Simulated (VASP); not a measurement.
# Au (Im-3m) in VASP: a series of runs, part 2 of 2

VASP 6.6.1. The steps go on from the part before.

## 4. Single point, PBE

INCAR reads:

```
  ADDGRID = F
  ALGO = Normal
  EDIFF = 1E-6
  ENCUT = 460
  GGA = PE
  ISIF = 2
  ISMEAR = 1
  LASPH = T
  LCHARG = F
  LREAL = F
  LWAVE = F
  NBANDS = 12
  NELM = 100
  PREC = Accurate
  SIGMA = 0.15
```

KPOINTS reads:

```
k-points
0
Gamma
  12 12 12
```

POSCAR reads:

```
Au
1.0
   -1.6572690000      1.6572690000      1.6572690000
    1.6572690000     -1.6572690000      1.6572690000
    1.6572690000      1.6572690000     -1.6572690000
Au
1
Direct
    0.0000000000      0.0000000000      0.0000000000
```

Potentials or basis: VASP PAW PBE potentials, release 64 (Au).

Launch:

```console
$ cat potpaw_PBE.64/Au/POTCAR > POTCAR
$ mpirun -np 1 vasp_std > vasp.out
```

OUTCAR:

```text
EDIFF = 1E-6
   ENCUT = 460
   GGA = PE
   ISIF = 2
   ISMEAR = 1
   LASPH = T
   LREAL = F
   NELM = 100
   PREC = Accurate

 Found     72 irreducible k-points:

 Following reciprocal coordinates:
            Coordinates               Weight
  0.000000  0.000000  0.000000      1.000000
  0.083333  0.000000  0.000000     12.000000
  0.166667  0.000000  0.000000     12.000000
  0.250000  0.000000  0.000000     12.000000
  0.333333  0.000000  0.000000     12.000000
  0.416667  0.000000  0.000000     12.000000
   k-points           NKPTS =     72   k-points in BZ     NKDIM =     72   number of bands    NBANDS=     12
   number of dos      NEDOS =    301   number of ions     NIONS =      1
   total plane-waves  NPLWV =   8000
   dimension x,y,z NGX =    20 NGY =   20 NGZ =   20
   dimension x,y,z NGXF=    40 NGYF=   40 NGZF=   40
   ions per type =               1
   NGX,Y,Z   is equivalent  to a cutoff of  11.58, 11.58, 11.58 a.u.
   NGXF,Y,Z  is equivalent  to a cutoff of  23.17, 23.17, 23.17 a.u.
 SYSTEM =  unknown system
   PREC   = accura    normal or accurate (medium, high low for compatibility)
   ISTART =      0    job   : 0-new  1-cont  2-samecut
   ICHARG =      2    charge: 1-file 2-atom 10-const
   ISPIN  =      1    spin polarized calculation?
   LNONCOLLINEAR =      F non collinear calculations
   LSORBIT =      F    spin-orbit coupling
   LASPH  =      T    aspherical Exc in radial PAW
   ENCUT  =  460.0 eV  33.81 Ry    5.81 a.u.   5.02  5.02  5.02*2*pi/ulx,y,z
   NELM   =    100;   NELMIN=  2; NELMDL= -5     # of ELM steps
   EDIFF  = 0.1E-05   stopping-criterion for ELM
   LREAL  =      F    real-space projection
   EDIFFG = 0.1E-04   stopping-criterion for IOM
   NSW    =      0    number of steps for IOM
   IBRION =     -1    ionic relax: 0-MD 1-quasi-New 2-CG
   NFREE  =      0    steps in history (QN), initial steepest desc. (CG)
   ISIF   =      2    stress and relaxation
   ISYM   =      2    0-nonsym 1-usesym 2-fastsym
   POTIM  = 0.5000    time-step for ionic-motion
   TEBEG  =    0.0;   TEEND  =   0.0 temperature during run
   PSTRESS=    0.0 pullay stress
   NELECT =      11.0000    total number of electrons
   NUPDOWN=      -1.0000    fix difference up-down
   EMIN   =  10.00;   EMAX   =-10.00  energy-range for DOS
   EFERMI =   0.00;   METHOD = LEGACY
   ISMEAR =     1;   SIGMA  =   0.15  broadening in eV -4-tet -1-fermi 0-gaus
   EFERMI_NEDOS =   21; number of points for ismear=-14 and -15
   IALGO  =     38    algorithm
   IMIX   =      4    mixing-type and parameters
     AMIX     =   0.40;   BMIX     =  1.00
     AMIX_MAG =   1.60;   BMIX_MAG =  1.00
  volume/ion in A,a.u.               =      18.21       122.87
  Fermi-wavevector in a.u.,A,eV,Ry     =   1.383968  2.615320 26.060157  1.915367
  Thomas-Fermi vector in A             =   2.508516
   LORBIT       =      0    0 simple, 1 ext, 2 COOP (PROOUT), +10 PAW based schemes
   GGA     = PE    functional components
   LHFCALC =     F    Hartree Fock is set to
   AEXX    =    0.0000 exact exchange contribution
   IVDW    =     0    specifies the selected vdW correction
   LEPSILON=     F    determine dielectric tensor
   LRPA    =     F    only Hartree local field effects (RPA)
 non-spin polarized calculation
 Methfessel and Paxton  Order N= 1 SIGMA  =   0.15
  energy-cutoff  :      460.00
  volume of cell :       18.21
 maximum number of plane-waves:       420
   NGX =  9   NGY =  9   NGZ =  9

 number of electron      10.9999996 magnetization

 Free energy of the ion-electron system (eV)
  ---------------------------------------------------
  ext. energy  EPLUGINS =         0.00000000
  ---------------------------------------------------
  free energy    TOTEN  =        -3.18998525 eV

  energy without entropy =       -3.18898169  energy(sigma->0) =       -3.18965073

 E-fermi :   8.5221     XC(G=0): -12.3283

 val. band max:        8.4669828929   @ k =   0.4167   0.0833   0.0000
 cond. band min:       8.5391208509   @ k =   0.3333   0.0833   0.0833
 fundamental gap:      0.0721379580
 Fermi energy:         8.5221203932

 k-point     1 :       0.0000    0.0000    0.0000
  band No.  band energies     occupation
      1      -0.7567      2.00000
      2       3.8778      2.00000
      3       3.8778      2.00000
      4       3.8778      2.00000
      5       5.6158      2.00000
      6       5.6158      2.00000
      7      24.9114      0.00000
      8      24.9114      0.00000
      9      24.9114      0.00000
     10      31.5654      0.00000
     11      31.5654      0.00000
     12      31.5654      0.00000

 k-point     2 :       0.0833    0.0000    0.0000
  band No.  band energies     occupation
      1      -0.5162      2.00000
      2       3.8059      2.00000
      3       3.8851      2.00000
      4       4.0412      2.00000
      5       5.5330      2.00000
      6       5.6210      2.00000
      7      24.7781      0.00000
      8      24.9371      0.00000
      9      25.2039      0.00000
     10      29.4996      0.00000
     11      29.7319      0.00000
     12      30.6924      0.00000

 k-point     3 :       0.1667    0.0000    0.0000
  band No.  band energies     occupation
      1       0.1596      2.00000
      2       3.6151      2.00000
      3       3.9027      2.00000
      4       4.5106      2.00000
      5       5.3802      2.00000
      6       5.6395      2.00000
      7      23.2991      0.00000
      8      24.4925      0.00000
      9      26.0233      0.00000
     10      27.8249      0.00000
     11      28.6334      0.00000
     12      28.7866      0.00000

 k-point     4 :       0.2500    0.0000    0.0000
  band No.  band energies     occupation
      1       1.0582      2.00000
      2       3.3662      2.00000
      3       4.0604      2.00000
      4       5.2176      2.00000
      5       5.3300      2.00000
      6       5.6756      2.00000
      7      20.0829      0.00000
      8      23.2211      0.00000
      9      26.2244      0.00000
     10      27.1974      0.00000
     11      27.9380      0.00000
     12      29.6675      0.00000

 k-point     5 :       0.3333    0.0000    0.0000
  band No.  band energies     occupation
      1       1.6488      2.00000
      2       3.1297      2.00000
      3       4.8599      2.00000
      4       5.4565      2.00000
      5       5.7246      2.00000
      6       6.0261      2.00000
      7      16.5975      0.00000
      8      21.9296      0.00000
      9      24.0243      0.00000
     10      28.4434      0.00000
     11      28.4914      0.00000
     12      31.6134      0.00000

 k-point     6 :       0.4167    0.0000    0.0000
  band No.  band energies     occupation
      1       1.7524      2.00000
      2       2.9635      2.00000
      3       5.4198      2.00000
      4       5.7693      2.00000
      5       6.7091      2.00000
      6       6.7194      2.00000
      7      13.4210      0.00000
      8      21.0582      0.00000
      9      22.4529      0.00000
     10      29.0334      0.00000
     11      29.4020      0.00000
     12      31.5154      0.00000

 [... further k-points ...]
[... 5 lines left out ...]
  --------------------------------------------------------------------------------------
  -------------------------------------------------------------------------------------
  Total       -0.2137680     -0.2137680     -0.2137680      0.0000000      0.0000000     -0.0000000
  in kB      -18.8111028    -18.8111028    -18.8111028      0.0000000      0.0000000     -0.0000000
  external PRESSURE =     -18.8111028 kB  Pullay stress =       0.0000000 kB

 VOLUME and BASIS-vectors are now :
 -----------------------------------------------------------------------------
  energy-cutoff  :      460.00
  volume of cell :       18.21
      direct lattice vectors                 reciprocal lattice vectors
    -1.657269000  1.657269000  1.657269000     0.000000000  0.301701172  0.301701172
     1.657269000 -1.657269000  1.657269000     0.301701172  0.000000000  0.301701172
     1.657269000  1.657269000 -1.657269000     0.301701172  0.301701172  0.000000000

 POSITION                                       TOTAL-FORCE (eV/Angst)
 -----------------------------------------------------------------------------------
      0.00000      0.00000      0.00000         0.000000     -0.000000      0.000000
 -----------------------------------------------------------------------------------
    total drift:                                0.000000     -0.000000      0.000000

  FREE ENERGIE OF THE ION-ELECTRON SYSTEM (eV)
  ---------------------------------------------------
  free  energy   TOTEN  =        -3.1899852507 eV

  energy  without entropy=       -3.1889816864  energy(sigma->0) =       -3.18965073
```

OSZICAR:

```text
N       E                     dE             d eps       ncg     rms          rms(c)
DAV:   1     0.416388061451E+02    0.41639E+02   -0.50586E+03  1840   0.724E+02
DAV:   2    -0.293710752815E+01   -0.44576E+02   -0.42026E+02  2048   0.169E+02
DAV:   3    -0.346847453859E+01   -0.53137E+00   -0.53083E+00  2024   0.176E+01
DAV:   4    -0.347036261394E+01   -0.18881E-02   -0.18880E-02  1984   0.122E+00
DAV:   5    -0.347037731682E+01   -0.14703E-04   -0.14702E-04  2020   0.102E-01    0.740E+00
DAV:   6    -0.320714800474E+01    0.26323E+00   -0.76982E-01  1864   0.690E+00    0.491E+00
DAV:   7    -0.319190296389E+01    0.15245E-01   -0.51379E-02  1960   0.181E+00    0.261E+00
DAV:   8    -0.318999817539E+01    0.19048E-02   -0.12024E-03  1888   0.285E-01    0.262E-01
DAV:   9    -0.318997849655E+01    0.19679E-04   -0.14727E-05  1936   0.324E-02    0.206E-02
DAV:  10    -0.318998529914E+01   -0.68026E-05   -0.33345E-06  1936   0.174E-02    0.592E-03
DAV:  11    -0.318998525067E+01    0.48462E-07   -0.70769E-08  1024   0.206E-03
   1 F= -.31899853E+01 E0= -.31896507E+01  d E =-.100356E-02
```

stdout:

```text
POSCAR found type information on POSCAR Au
 POSCAR found :  1 types and       1 ions
 scaLAPACK will be used
 LDA part: xc-table for (Slater+PW92), standard interpolation
 POSCAR, INCAR and KPOINTS ok, starting setup
 FFT: planning ... GRIDC
 FFT: planning ... GRID_SOFT
 FFT: planning ... GRID
 WAVECAR not read
 entering main loop
```

Wall time 6.6 s (1 thread of Intel Xeon 6975P-C (Granite Rapids), shared host); peak memory 0.12 GiB.

These settings aren't checked as converged: the numbers below hold their error.

What came out:

- Free energy: -3.1900 eV
- Pressure: -1.9 GPa
- Band gap on the k mesh: none (metal or under the smearing width)

## 5. Single point, PBE

Changes to INCAR since step 4:

```diff
@@ -3,3 +3,3 @@
   EDIFF = 1E-6
-  ENCUT = 460
+  ENCUT = 520
   GGA = PE
```

KPOINTS is that of step 4.

POSCAR is that of step 4.

Launch:

```console
$ cat potpaw_PBE.64/Au/POTCAR > POTCAR
$ mpirun -np 1 vasp_std > vasp.out
```

Wall time 6.9 s (1 thread of Intel Xeon 6975P-C (Granite Rapids), shared host); peak memory 0.14 GiB.

The run converged, but some of its settings lie outside the range that counts as converged, so its numbers aren't taken as properties of the crystal.

What came out:

| Quantity | Value |
| --- | --- |
| Free energy | -3.1898 eV |
| Pressure | -2.0 GPa |
| Band gap on the k mesh | none (metal or under the smearing width) |

## 6. The reference run

An earlier run on the cell as given: functional PBE; potentials or basis VASP PAW PBE potentials, release 64 (Au); cutoff 520 eV; k mesh 11 × 11 × 11; occupations fermi-dirac, width 0.05 eV; no spin polarisation.

* Pressure: -1.1 GPa
* Band gap on the k mesh: none (metal or under the smearing width)
